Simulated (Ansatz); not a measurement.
Crystal: GaN.

```xyz
2
Lattice="2.9806 0.0000 0.0000 -1.4903 2.5813 0.0000 0.0000 0.0000 2.6834" Properties=species:S:1:pos:R:3 pbc="T T T"
Ga    1.4903    0.8604    1.3417
N     0.0000    0.0000    0.0000
```

The cell was built by a generator and needn't be a form met in nature.

- Program: Ansatz 0.2.0
- Task: relaxation of cell and atoms
- Functional: PBE0
- Potentials or basis: Ansatz PAW
- Cutoff: 420 eV (not typed: the program's choice for these potentials)
- k mesh: 5 × 5 × 5
- Occupations: fermi-dirac, width 0.05 eV
- Spin: no spin polarisation

At the start: volume 10.32 Å³/atom.

**Question.** Where does the relaxation end?

**Answer.** It ends after 8 steps and the volume is 9.77 Å³/atom (-5.3 %); space group P-6m2 (No. 187, to 0.05 Å).

Step by step:
```
step  energy change (eV)  largest force (eV/Å)  volume (Å³)
   1              0.0000                0.0000        20.65
   2             -0.0354                0.0000        19.82
   3             -0.0409                0.0000        19.47
   4             -0.0418                0.0000        19.56
   5             -0.0418                0.0000        19.56
   6             -0.0389                0.0000        19.56
   7             -0.0389                0.0000        19.54
   8             -0.0389                0.0000        19.54
```

Final structure:
```
Ga N
1.0
     2.92136    0.00000    0.00000
    -1.46068    2.52997    0.00000
     0.00000    0.00000    2.64411
Ga N
1 1
Direct
  0.66667 0.33333 0.50000
  0.00000 0.00000 0.00000
```

Caveat: the k mesh is coarse (spacing up to 0.49 Å⁻¹), so the values aren't converged, least of all with exact exchange; the plane-wave basis is chosen anew once the cell has moved, so the energies of steps on either side of that aren't comparable; the pressure holds a Pulay correction of +0.5 GPa for the finite cutoff; the PAW data sets come from PBE, with cores solved anew for the run's functional, which leaves a small shift of forces and pressure.
